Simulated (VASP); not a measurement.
Write the native input for VASP 6.6.1 that does the following.

```
Task                   : relaxation of the atoms
Functional             : r2SCAN
Potentials or basis    : VASP PAW PBE potentials, release 64 (K_sv, F)
Cutoff                 : 600 eV
k mesh                 : 10 × 10 × 10
Occupations            : gaussian, width 0.03 eV
Spin                   : no spin polarisation
Further INCAR settings : ALGO = Normal; EDIFF = 1e-07; IBRION = 2; EDIFFG = -0.01; NSW = 40
```

The structure of KF (Carobbiite) lies in POSCAR:

```
KF                                      
1.0
    0.0000000000      2.6030068035      2.6030068035
    2.6030068035      0.0000000000      2.6030068035
    2.6030068035      2.6030068035      0.0000000000
  K               F             
     1     1
Direct
     0.0000000000000000    0.0000000000000000    0.0000000000000000
     0.5000000000000000    0.5000000000000000    0.5000000000000000
```

The cell isn't the ideal one: a relaxed cell with its volume scaled by 0.94.

One way to write it, as run:

INCAR

```
ALGO = Normal
EDIFF = 1E-7
EDIFFG = -0.01
ENCUT = 600
IBRION = 2
ISIF = 2
ISMEAR = 0
LASPH = T
LCHARG = F
LMIXTAU = T
LREAL = F
LWAVE = F
METAGGA = R2SCAN
NELM = 80
NSW = 40
PREC = Accurate
SIGMA = 0.03
```

KPOINTS

```
k-points
0
Gamma
  10 10 10
```

Potentials or basis: VASP PAW PBE potentials, release 64 (K_sv, F).

The run is started by

```bash
$ cat potpaw_PBE.64/K_sv/POTCAR potpaw_PBE.64/F/POTCAR > POTCAR
$ mpirun -np 1 vasp_std > vasp.out
```

It gave:

- Pressure after relaxing: 2.6 GPa
- Band gap on the k mesh: 7.27 eV, direct

Caveat: the relaxation stopped at its first step, so nothing moved; the PAW data sets were made with another functional, which shifts forces and pressure a little.

It took 74 s on 1 thread of Intel(R) Xeon(R) 6975P-C (Granite Rapids) (shared host), peak memory 0.18 GiB.
